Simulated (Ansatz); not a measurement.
**ZnSe: experiment and calculation**

**Measured values to compare with.**

A printed reference work, data compilation reports, for a bulk crystal of ZnSe at 300 K: lattice constant a 5.6685 ± 0.0004 Å.

“Alloy Disordering Effects on the Thermal Conductivity and Energy Gap Temperature Dependence of Cd1−xZnxSe Ternary Crystals Grown by the Bridgman Method”, 2023, pmc:10253836 reports, for a bulk crystal of ZnSe at 300 K: band gap 2.695 ± 0.003 eV (an exciton energy, a little under the gap).

How close the calculation comes is told below.

Level of theory: Ansatz, DFT PBE, scalar-relativistic, plane waves, PAW.

Settings: cutoff 420 eV, Γ-centred mesh 8×8×8 on the computed 2-atom cell, Gaussian smearing of 0.02 eV; no spin polarisation.

Relaxed structure, symmetry kept:

Space group F-43m (No. 216). a = 5.732 Å, b = 5.732 Å, c = 5.732 Å, α = 90.00°, β = 90.00°, γ = 90.00°
```
atom site symmetry x y z
  Zn    4a      -43m  0.0000  0.0000  0.0000
  Se    4d      -43m  0.2500  0.2500  0.7500
```

| Quantity | Value |
| --- | --- |
| Space group | F-43m (No. 216) |
| Volume per atom | 23.54 Å³ |
| Formation energy from the elements' standard states (uncorrected) | -0.713 eV/atom |
| Kohn–Sham band gap | 1.15 eV, direct at Γ |
| Löwdin character of the top 1 eV of the valence band | Se 4p 90 % |
| Löwdin character of the lowest 1 eV of the conduction band | Zn 4s 56 %, Se 4p 21 %, Se 4s 20 % |
| Electron masses at the edge by Cartesian direction of the standard setting (m_e; degenerate bands sorted by energy; no spin-orbit coupling) | x: 0.091; y: 0.091; z: 0.091 |
| Hole masses at the edge by Cartesian direction of the standard setting (m_e; degenerate bands sorted by energy; no spin-orbit coupling) | x: 0.63, 0.63, 0.095; y: 0.63, 0.63, 0.095; z: 0.63, 0.63, 0.095 |
| Bulk modulus | 57 GPa |
| Its pressure derivative | 4.5 |
| Bader charges (e) | Zn (1 in the cell) 0.75, Se (1 in the cell) -0.75 |

Measured lattice constant a of ZnSe: 5.6685 Å (300 K; a printed reference work, data compilation). This calculation gives 5.732 Å (+1.1 %). The calculation is for 0 K without zero-point motion. Against the measured band gap of ZnSe, 2.695 eV (an exciton energy, a little under the gap; 300 K; the paper above), the calculated 1.15 eV is off by -1.54 eV. So large a miss may mean another phase, state or a wrong row. Kohn–Sham gaps of semilocal functionals fall short of measured ones as a rule; spin-orbit coupling, left out here, would usually lower the calculated gap of a compound with heavy elements.